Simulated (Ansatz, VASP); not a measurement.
# Al47N47O (V_Al-O_N) in two plane-wave programs

Wanted: the spread between two codes on one cell, functional and k mesh. The cell is taken from a series of runs on this material, whose earlier steps may have relaxed, scaled, displaced or heated it; both programs get it as it stands.

Calculated with Ansatz 0.2.0; plane waves, with VASP 6.6.1 beside it; single point at PBE.

## 1. Starting point

The cell holds 95 atoms: 47 Al, 47 N and 1 O. Its edges and angles: a = 10.843 Å, b = 10.843 Å, c = 10.036 Å, α = 90.0°, β = 90.0°, γ = 120.0°. It derives from AlN (AlN (P6_3mc)). Nearest the centre at fractional (0.667, 0.667, 0.498): N88 at 2.10 Å, N87 at 2.11 Å, N90 at 2.16 Å, O95 at 2.19 Å, Al44 at 3.07 Å, Al39 at 3.07 Å, Al43 at 3.08 Å, Al38 at 3.08 Å.

## 2. VASP: single point, PBE, pair 1

With cell and atoms fixed, the geometry can't cause a difference; cores, projectors, grids and the points listed under the comparison can.

Lines of VASP's logs that name or quote its potential files are left out, and so is its time.

Contents of INCAR:

```
SYSTEM = Al47N47O
PREC = Accurate
ENCUT = 520
EDIFF = 1E-06
NELM = 120
ISMEAR = -1
SIGMA = 0.01
LREAL = Auto
ALGO = Normal
GGA = PE
NBANDS = 264
LORBIT = 11
LWAVE = .FALSE.
LCHARG = .FALSE.
ISIF = 2
LASPH = .TRUE.
GGA_COMPAT = .FALSE.
NCORE = 2
```

Contents of POSCAR:

```
Al47N47O
1.0
    9.3906786349      5.4217108377      0.0000000000
   -9.3906786349      5.4217108377      0.0000000000
    0.0000000000      0.0000000000     10.0359608281
Al N O
47 47 1
Direct
    0.9989772936      0.1653547257      0.2494253550
    0.1656981460      0.9986233044      0.2494966424
    0.3334290108      0.3322794638      0.2485614202
[... 5 atom lines left out ...]
    0.3343624078      0.3338162497      0.7478294744
[... 3 atom lines left out ...]
    0.9997146262      0.6662215747      0.2487318064
[... 2 atom lines left out ...]
    0.9987150642      0.8323423322      0.4986022821
[... 1 atom line left out ...]
    0.3320005111      0.4992389832      0.4978187414
    0.9995726462      0.6662215747      0.7482952063
[... 6 atom lines left out ...]
    0.6673711217      0.0001636856      0.2485614202
[... 1 atom line left out ...]
    0.5013943366      0.3342398800      0.4990117602
[... 1 atom line left out ...]
    0.8333760314      0.9982032694      0.4990117602
[... 1 atom line left out ...]
    0.6667677328      0.9986268996      0.7478294744
[... 4 atom lines left out ...]
    0.5002428484      0.6662215747      0.2463495373
    0.6668785492      0.5005163974      0.2497715872
    0.8325837264      0.8319267520      0.2497715872
    0.4989831027      0.8332041662      0.4978187414
    0.8325943066      0.5001008172      0.4986022821
    0.5018016756      0.6662215747      0.7499615996
    0.6670881884      0.5007599804      0.7469541372
    0.8325497827      0.8316831690      0.7469541372
[... 6 atom lines left out ...]
    0.0007524314      0.1682848688      0.4399469866
    0.1692381448      0.0007840701      0.4399980106
    0.3339921428      0.3347004666      0.4393645014
[... 6 atom lines left out ...]
    0.0007920757      0.8323671368      0.1880214890
[... 1 atom line left out ...]
    0.3327050598      0.4988259476      0.1904487108
    0.0008387346      0.6662215747      0.4394186093
    0.1656105204      0.4993143672      0.4399068092
    0.3325177279      0.8331287822      0.4399068092
    0.0013456436      0.8333533343      0.6897501628
[... 1 atom line left out ...]
    0.3343193652      0.5010387626      0.6873830766
[... 3 atom lines left out ...]
    0.4986129760      0.3320582655      0.1879887828
[... 1 atom line left out ...]
    0.8327762852      0.0003848838      0.1879887828
[... 1 atom line left out ...]
    0.6655132509      0.9977426828      0.4393645014
[... 1 atom line left out ...]
    0.4995317375      0.3318569326      0.6899301499
[... 1 atom line left out ...]
    0.8338963796      0.0005862168      0.6899301499
[... 3 atom lines left out ...]
    0.5001006870      0.8336172018      0.1904487108
    0.6653735018      0.6662215747      0.1878795870
    0.8346465136      0.5000760126      0.1880214890
    0.6668028789      0.4819887586      0.4327663234
    0.8510356950      0.8504543908      0.4327663234
    0.4995021773      0.8314043868      0.6873830766
    0.6665415685      0.6662215747      0.7134413198
    0.8342138839      0.4990898150      0.6897501628
    0.4967833024      0.6662215747      0.9422010426
    0.6668575476      0.4968077614      0.9407149771
    0.8362713608      0.8356353880      0.9407149771
    0.4751386315      0.6662215747      0.4287357617
```

Contents of KPOINTS:

```
Automatic mesh
0
Gamma
1 1 1
0 0 0
```

PAW data sets: Al, N and O (PBE family, release 64).

On the command line:

```console
mpirun -np 8 vasp_gam
```

Numbers of over 12 decimals in the logs are rounded to 6 here.

What it wrote:

```text
[banner, memory and clock lines left out]
running    8 mpi-ranks, on    1 nodes
[...]
LDA part: xc-table for (Slater+PW92), standard interpolation
 POSCAR, INCAR and KPOINTS ok, starting setup
[...]
entering main loop
       N       E                     dE             d eps       ncg     rms          rms(c)
DAV:   1     0.269924634125E+04    0.26992E+04   -0.20181E+05   528   0.139E+03
DAV:   2    -0.518285926430E+03   -0.32175E+04   -0.30336E+04   696   0.313E+02
DAV:   3    -0.805858041380E+03   -0.28757E+03   -0.28443E+03   648   0.970E+01
DAV:   4    -0.811836520257E+03   -0.59785E+01   -0.59578E+01   640   0.153E+01
[...]
DAV:  21    -0.702362376103E+03    0.16679E-03   -0.83946E-05   600   0.187E-02    0.916E-02
DAV:  22    -0.702362391588E+03   -0.15485E-04   -0.23231E-05   680   0.107E-02    0.640E-02
DAV:  23    -0.702362391887E+03   -0.29867E-06   -0.99773E-06   640   0.607E-03
   1 F= -.70236239E+03 E0= -.70234864E+03  d E =-.274991E-01
```

From OUTCAR (step 2):

```text
  FREE ENERGIE OF THE ION-ELECTRON SYSTEM (eV)
  ---------------------------------------------------
  free  energy   TOTEN  =      -702.3623918868 eV

  energy  without entropy=     -702.3348928149  energy(sigma->0) =     -702.34864235
```

The run ends at a pressure of 0.13 GPa, with forces up to 0.87 eV/Å.

## 3. Ansatz: single point, PBE, pair 1

Ansatz runs on its default PAW (the set named soft_2) files.

The same cell, functional, mesh and smearing now go to Ansatz.

Contents of input.yaml:

```yaml
crystal:
  checkpoint: "../qm1_M1.relax_smeared.run"
  host: checkpoint
basis:
  ecutwfc: 500
  xc_grid: 2
hamiltonian:
  xc: pbe
kpoints:
  mp_grid: { grid: [1, 1, 1] }
scf:
  occupations: { method: fermi_dirac, width: 0.01 }
  max_iter: 80
output:
  forces: true
  eigenvalues: true
  charged_corrections: { defect_position: [0.666667, 0.666667, 0.4985] }
checkpoint:
  read: "../qm1_M1.relax_smeared.run"
  write: "../qm1_M1.point_neutral.run"
  compress: false
  write_wavefunctions: false
  write_every: 100000
```

On the command line:

```console
ansatz run input.yaml --threads 4 --pin off --max-ram 7536MiB --backend cpu --events-out ev --progress --plain --runs-dir out
```

What it wrote:

```text
Warning: checkpoint.read: spin treatment differs: saved collinear, current unpolarized; the saved charge density seeds this run and the saved magnetisation is not carried: this deck is unpolarised; the saved density holds an absolute magnetisation of 1.1e0 μB; saved orbitals and DFT+U occupations are not carried; the saved PAW projector densities are carried summed over spin
checkpoint.read: the saved state was converged at a total charge of -1 e, and this run's is 0 e: a saved density that it takes is scaled to its electron count
crystal.checkpoint: the structure is that of <dir>, a `relax` run, at its step 9: its result, under pbe at a charge of -1 e; 95 atoms read, 0 with a starting moment; this deck's charge is 0 e; crystal.structure_sha256 for this input is
Engine: ansatz 0.2.0, x86_64-unknown-linux-gnu
Pseudopotentials: kind: paw
Pseudopotential: Al, paw, valence charge 3, recommended cutoff 420 eV (normal), Al.paw.azcp
Pseudopotential: N, paw, valence charge 5, recommended cutoff 420 eV (normal), N.paw.azcp
Pseudopotential: O, paw, valence charge 6, recommended cutoff 420 eV (normal), O.paw.azcp
Functional definition: PBE
  parameter kappa = 0.804
  parameter beta = 0.066725
  exchange = pbe_x(kappa = kappa, mu = beta*pi^2/3)
  correlation = pbe_c(beta = beta)
Crystal: 95 atoms, lattice volume = 1021.933 Å³
Basis set: ecut = 500 eV, 25969 PW (Γ), exchange–correlation on 160×160×150 points (8 copies of the dense FFT grid, shifted against one another)
Bands: 286, of which v1, the nominal top of the filled ones, is band 191 counted from 1 (190 counted from 0)
Symmetry: 1 space group operations
Space group: P1 (ITA 1), of the structure as read, at distance tolerance 1.0e-4 Å
k-points: 1
Non-local potential: Al, projectors of the file, l = 0: 2, l = 1: 2, l = 2: 1
Non-local potential: N, projectors of the file, l = 0: 2, l = 1: 2, l = 2: 1
Non-local potential: O, projectors of the file, l = 0: 2, l = 1: 2, l = 2: 1
PAW form: soft (Blöchl's): semilocal exchange-correlation on the pseudo side does not see the compensation charge
PAW one-centre angular grid: Al, 110 points (default); XC on 64 Gauss nodes
PAW one-centre angular grid: N, 110 points (default); XC on 64 Gauss nodes
PAW one-centre angular grid: O, 110 points (default); XC on 64 Gauss nodes
Initial density: read from a saved state, or passed on in memory by an earlier SCF of this step, an earlier step, the calling program or the single point that the run made first
Initial wavefunctions: pseudopotential atomic-orbital guess
Functional: x = pbe(κ = 0.804, μ = 0.219515), c = pbe(β = 0.066725)
iter 1 solved again at ethr=1.27e-3 eV; its pass at ethr=3.10e-3 eV (dr2=4.86e0 eV) is discarded
SCF iter   1: F=—  HF=-44003.014091 eV  |F-HF|=—  |Δ(HF+E_count)|=         —  Δρ=1.55e-2  dr2=4.83e0  ethr=1.27e-3  ⟨swp⟩=3.0  Hψ=1654  notcnv=0
preconditioner: auto → Resta (q_TF=auto, 2.316 Å⁻¹)  ε∞=4.1  [insulator: Δε(μ)=0.075 eV  Ē_g=12.979 eV  σ=0.010 eV  W_gap=0.95  n_scr=210 (ndim 8)  ℏωp=22.7 eV  f_vac=0.000  D(μ)=9.07/eV (n_scr^D=28)  ε∞_Penn≈4.1]
SCF iter   2: F=—  HF=-44002.832566 eV  |F-HF|=—  |Δ(HF+E_count)|=   1.82e-1  Δρ=1.42e-2  dr2=3.17e0  ethr=1.26e-3  ⟨swp⟩=2.0  Hψ=345  notcnv=0
SCF iter   3: F=—  HF=-44002.723938 eV  |F-HF|=—  |Δ(HF+E_count)|=   1.09e-1  Δρ=1.19e-2  dr2=2.95e0  ethr=8.30e-4  ⟨swp⟩=1.0  Hψ=329  notcnv=0  defer=1
SCF iter   4: F=—  HF=-44002.646055 eV  |F-HF|=—  |Δ(HF+E_count)|=   7.79e-2  Δρ=4.29e-3  dr2=4.03e-1  ethr=7.72e-4  ⟨swp⟩=1.0  Hψ=201  notcnv=0  defer=1
SCF iter   5: F=—  HF=-44002.636735 eV  |F-HF|=—  |Δ(HF+E_count)|=   9.32e-3  Δρ=1.92e-3  dr2=6.04e-2  ethr=1.06e-4  ⟨swp⟩=1.0  Hψ=201  notcnv=0  defer=60
SCF iter   6: F=—  HF=-44002.634009 eV  |F-HF|=—  |Δ(HF+E_count)|=   2.73e-3  Δρ=3.10e-3  dr2=1.92e-1  ethr=1.58e-5  ⟨swp⟩=2.0  Hψ=216  notcnv=0  defer=85  recentre
SCF iter   7: F=—  HF=-44002.633128 eV  |F-HF|=—  |Δ(HF+E_count)|=   8.81e-4  Δρ=1.84e-3  dr2=5.63e-2  ethr=1.58e-5  ⟨swp⟩=1.0  Hψ=329  notcnv=0  defer=85
SCF iter   8: F=—  HF=-44002.632334 eV  |F-HF|=—  |Δ(HF+E_count)|=   7.94e-4  Δρ=1.30e-3  dr2=2.95e-2  ethr=1.47e-5  ⟨swp⟩=1.0  Hψ=201  notcnv=0  defer=85
SCF iter   9: F=—  HF=-44002.632073 eV  |F-HF|=—  |Δ(HF+E_count)|=   2.61e-4  Δρ=1.15e-4  dr2=2.23e-4  ethr=7.73e-6  ⟨swp⟩=1.0  Hψ=201  notcnv=0  defer=85
SCF iter  10: F=—  HF=-44002.632067 eV  |F-HF|=—  |Δ(HF+E_count)|=   5.41e-6  Δρ=2.42e-4  dr2=1.13e-3  ethr=5.85e-8  ⟨swp⟩=2.0  Hψ=283  notcnv=0  defer=85
SCF iter  11: F=—  HF=-44002.632047 eV  |F-HF|=—  |Δ(HF+E_count)|=   2.05e-5  Δρ=5.83e-5  dr2=7.22e-5  ethr=5.85e-8  ⟨swp⟩=1.0  Hψ=201  notcnv=0  defer=85
SCF iter  12: F=—  HF=-44002.632012 eV  |F-HF|=—  |Δ(HF+E_count)|=   3.50e-5  Δρ=3.40e-5  dr2=2.60e-5  ethr=1.89e-8  ⟨swp⟩=2.0  Hψ=343  notcnv=0  defer=85
[...]
SCF 1 converged in 16 iterations: F = -44002.632012 eV  dr2 = 3.77e-8
  greatest PAW one-centre occupation: 0.859 electrons in one spin orbital (limit 2), on the O atom at site 80 (counted from 0), in its partial waves of l = 0
SCF converged after 16 iterations
Free energy (F): -44002.632012 eV
Harris-Foulkes:  -44002.632012 eV  (|F-HF|=3.25e-8)
Internal energy: -44002.604488 eV  (E = F + TS)
E sigma→0 (E₀):  -44002.618250 eV
Entropy (-TS):   -0.027524 eV (-0.290 meV/atom)
Fermi energy:    6.976257 eV
--- Per-component energies (eV) ---
  E_band       = 575.880780
  E_kinetic    = 7625.057054
  E_local      = -11212.703632  (includes V_loc(G=0)·N_el)
  E_nonlocal   = 2652.085878
  E_hartree    = 3892.557817
  E_xc         = -4845.075040
  E_vxc        = -5148.582862  (∫ρ·V_xc dr)
  E_paw        = -28126.798594  (= ΣΔE_a)
  E_vpaw       = -1125.092788  (= ΣTr[D̂ρ^β])
  E_aug_tail   = 0.001835  (compensation charges beyond the density's cutoff)
  E_ewald      = -13987.729806
  E_smearing   = -0.027524  (= −TS)
  E_closure    = -0.000000  (closes the sum)
  Σ components = -44002.632012   (vs F -44002.632012, Δ=0.00e0)
--- Forces (eV/Å), atoms counted from 1 ---
  atom   1  Al    -0.02012379     0.14626779    -0.14623228
  atom   2  Al     0.02196212     0.14976988    -0.13662112
  atom   3  Al    -0.10960090    -0.09085043    -0.06884252
  atom   4  Al    -0.04422310     0.12416651     0.15234666
  atom   5  Al     0.00712845     0.11000712     0.07688793
  atom   6  Al     0.08473241    -0.10119451     0.15225361
  atom   7  N     -0.01012534    -0.04935810     0.09201929
  atom   8  N      0.01258522    -0.02994952     0.07216243
  atom   9  N     -0.04775171     0.01635444     0.09205475
  atom  10  N      0.12739301    -0.19812181    -0.05550036
  atom  11  N     -0.14353592    -0.16255703    -0.04134838
  atom  12  N      0.09535464     0.10534649     0.00558925
  atom  13  Al    -0.02493645     0.09945304     0.05461610
  atom  14  Al     0.02401131     0.10891011     0.05187121
  atom  15  Al    -0.05819869    -0.10158490     0.02730573
  atom  16  Al     0.00528216     0.03282084    -0.03408951
  atom  17  Al    -0.00656792     0.00166086    -0.01452589
  atom  18  Al     0.03112797    -0.01198120    -0.03402558
  atom  19  N     -0.00338088    -0.03655808    -0.06763558
  atom  20  N      0.00884093    -0.01834951    -0.04959612
  atom  21  N     -0.03313809     0.01547687    -0.06765180
  atom  22  N      0.03440734    -0.09137759     0.02827608
  atom  23  N     -0.03345336    -0.09622162     0.02753071
  atom  24  N      0.05277696     0.08856813     0.02476752
[...]
atom  88  Al    -0.03319922    -0.01938492     0.36036638
  atom  89  Al     0.20460205     0.07950143    -0.11393005
  atom  90  N      0.19894154     0.03134179    -0.01126242
  atom  91  N      0.13793741     0.07766273    -0.04719562
  atom  92  N     -0.24760220    -0.03611125    -0.08522726
  atom  93  N      0.30101019     0.17389367    -0.18673321
  atom  94  N     -0.26226485     0.16412541    -0.13880596
  atom  95  N      0.01089114    -0.30948206    -0.13923872
  max |Σ_I F_I| component: 6.16e-5 eV/Å
--- Band table (eV) ---
  k-point 0: bands = [... 187 lower, 6.4903, 6.5620, 6.6501, 6.9742, 6.9783, 10.8088, 11.8706, 11.8912, ... 91 higher]
```

## 4. Comparison

Known differences besides the potentials themselves: the cutoff is 500 eV in Ansatz and 520 eV in VASP (PREC = Accurate, projectors in real space). Total energies have different zeros and are not compared.

Forces on 7 of the 95 atoms, those with the largest forces and the largest differences (eV/Å; atoms numbered as in POSCAR):

```
atom          Ansatz x, y, z            VASP x, y, z
Al16     0.473, 0.198, 0.201     0.472, 0.197, 0.201
Al28   -0.142, -0.528, 0.205   -0.140, -0.521, 0.202
Al30    -0.522, 0.139, 0.202    -0.521, 0.140, 0.202
Al41     0.412, 0.315, 0.204     0.407, 0.310, 0.201
Al42  -0.744, -0.430, -0.006  -0.755, -0.436, -0.003
Al43    0.650, -0.384, 0.047    0.662, -0.391, 0.045
Al44    -0.007, 0.756, 0.046    -0.007, 0.769, 0.045
```

The forces differ by 2.4 meV/Å r.m.s., which is 1.6 % of the r.m.s. force of 0.151 eV/Å (both taken over all components). VASP's last cycles still show a density residual of 6e-03, so its state may not be settled.

## 5. Ansatz: single point, PBE, pair 2

With cell and atoms fixed, the geometry can't cause a difference; cores, projectors, grids and the points listed under the comparison can.

The cell is taken from a series of runs on this material, whose earlier steps may have relaxed, scaled, displaced or heated it; both programs get it as it stands.

input.yaml, the sections that differ from step 3:

```yaml
total_charge: -1
magnetization:
  spin_polarized: true
  initial_magnetization: 1
  spin_locking: { lock_magnetization: hard }
output:
  forces: true
  eigenvalues: true
  charged_corrections:
    epsilon: [4.48, 4.48, 4.7]
    static_epsilon: [8.29, 8.29, 9.84]
    defect_position: [0.666667, 0.666667, 0.4985]
  eigenstates: { localisation: true }
  populations: true
  efg: {}
  band_densities: [{ bands: [v1, v1] }, { bands: [c1, c1] }]
  write_density: true
  write_potential: true
  volumetric_format: npy
checkpoint:
  read: "../qm1_M1.relax_smeared.run"
  write: "../qm1_M1.point.run"
  compress: false
  write_wavefunctions: false
  write_every: 100000
# crystal, basis, hamiltonian, kpoints, scf: as in step 3
```

What it wrote:

```text
[...]
Crystal: 95 atoms, lattice volume = 1021.933 Å³
Basis set: ecut = 500 eV, 25969 PW (Γ), exchange–correlation on 160×160×150 points (8 copies of the dense FFT grid, shifted against one another)
Bands: 287, of which v1, the nominal top of the filled ones, is band 192 counted from 1 (191 counted from 0)
Symmetry: 1 space group operations
[...]
k-points: 1
[...]
7      N      6.0290     0.0000
[...]
91      N      6.0335     0.0001
    92      N      6.0342     0.0142
    93      N      6.0323     0.0154
    94      N      6.0323     0.0154
  spilling = 0.008139 (of n_electrons = 383.000000)
--- Band densities, each state counted as filled ---
  window                                       electrons  max residual (eV)  cut levels
  bands: [v1, v1]                    1.000000 + 1.000000             5.0e-9           0
  bands: [c1, c1]                    1.000000 + 1.000000             8.7e-7           0
[key lines of the parts left out:]
SCF converged after 2 iterations
Magnetization: 1.0000 μB (192.0000 up, 191.0000 down)
```

## 6. VASP: single point, PBE, pair 2

The same cell, functional, mesh and smearing now go to VASP, with its own data sets.

Contents of INCAR:

```
SYSTEM = Al47N47O
PREC = Accurate
ENCUT = 520
EDIFF = 1E-06
NELM = 200
ISMEAR = -1
SIGMA = 0.01
LREAL = Auto
ALGO = Normal
GGA = PE
NELECT = 383
NBANDS = 264
ISPIN = 2
MAGMOM = -0 -0 0 0 0 0 -0 -0 0 0 -0 0 -0 0 0 -0 0 -0 0 0 0 0 -0 0 -0 0 -0 0 0 0 -0 0 -0 0 -0 0 -0 0 0 -0 -0 0 -0 -0 0 -0 0 0 0 0 0.02 0.01 0 0 0 0 0 0 0 0.01 0 0 0 0 0 -0 0 0 0 0 0 0.01 0 0.01 0.02 0 0.01 0 0 0 0 0 0 0 0 0.01 0.21 0.21 0 0.14 -0 0.01 0.01 0.01 0
LORBIT = 11
LWAVE = .FALSE.
LCHARG = .FALSE.
ISIF = 2
NUPDOWN = 1
LASPH = .TRUE.
GGA_COMPAT = .FALSE.
NCORE = 2
```

POSCAR is that of step 2.

KPOINTS is that of step 2.

On the command line:

```console
mpirun -np 8 vasp_gam
```

What it wrote:

```text
[... set-up lines as in an earlier step ...]
 entering main loop
       N       E                     dE             d eps       ncg     rms          rms(c)
DAV:   1     0.271513770175E+04    0.27151E+04   -0.20300E+05  1064   0.139E+03
DAV:   2    -0.512211425159E+03   -0.32273E+04   -0.30351E+04  1376   0.314E+02
DAV:   3    -0.802247746345E+03   -0.29004E+03   -0.28718E+03  1280   0.971E+01
DAV:   4    -0.808310670724E+03   -0.60629E+01   -0.60407E+01  1280   0.154E+01
DAV:   5    -0.808433862625E+03   -0.12319E+00   -0.12307E+00  1272   0.219E+00BRMIX: very serious problems
 the old and the new charge density differ
 old charge density:   382.00000 new  382.99999
    0.591E+01
DAV:   6    -0.696319937077E+03    0.11211E+03   -0.45966E+02  1216   0.343E+01    0.216E+01
DAV:   7    -0.696448641922E+03   -0.12870E+00   -0.19596E+01  1232   0.818E+00    0.152E+01
DAV:   8    -0.696153661585E+03    0.29498E+00   -0.23974E+00  1312   0.405E+00    0.879E+00
DAV:   9    -0.697406886825E+03   -0.12532E+01   -0.13604E+01  1312   0.377E+00    0.879E+00
[...]
DAV:  21    -0.696251118997E+03    0.47601E-04   -0.13594E-04  1200   0.307E-02    0.453E-02
DAV:  22    -0.696251124767E+03   -0.57706E-05   -0.43962E-05  1144   0.114E-02    0.208E-02
DAV:  23    -0.696251124606E+03    0.16132E-06   -0.39787E-06  1096   0.407E-03
   1 F= -.69625112E+03 E0= -.69624439E+03  d E =-.134779E-01  mag=     1.0000
```

OUTCAR, selected parts (step 6):

```text
  FREE ENERGIE OF THE ION-ELECTRON SYSTEM (eV)
  ---------------------------------------------------
  free  energy   TOTEN  =      -696.2511246061 eV

  energy  without entropy=     -696.2376466661  energy(sigma->0) =     -696.24438564

 magnetization (x)
# of ion       s       p       d       tot
------------------------------------------
    1       -0.000  -0.000   0.000  -0.000
    2       -0.000  -0.000   0.000  -0.000
    3       -0.000  -0.000   0.000  -0.000
    4       -0.000   0.001   0.000   0.001
    5       -0.000   0.000   0.000   0.000
    6       -0.000   0.001   0.000   0.001
    7       -0.000  -0.000   0.000  -0.000
    8       -0.000   0.000   0.000   0.000
    9        0.000   0.000   0.000   0.000
   10        0.000   0.000   0.000   0.000
   11       -0.000   0.000   0.000  -0.000
   12        0.000   0.000   0.000   0.000
   13       -0.000  -0.000   0.000  -0.000
[...]
--------------------------------------------------
tot          0.017   0.639   0.000   0.656
```

The run ends at a pressure of 1.60 GPa, with forces up to 0.010 eV/Å.

[end of part 1 of 2]

[Lines on the potential files, build, host, timing and source positions are cut from VASP's logs without a mark.]

[Logs are printed without paths, hosts, clocks, repeated set-up lines and the standing remarks that a program may print on its own settings, such as how far it seeks lower states.]

[Hosts, paths, dates, database ids (printed as entryN), source tags and the programs' standing remarks are cut or masked in the printed files.]
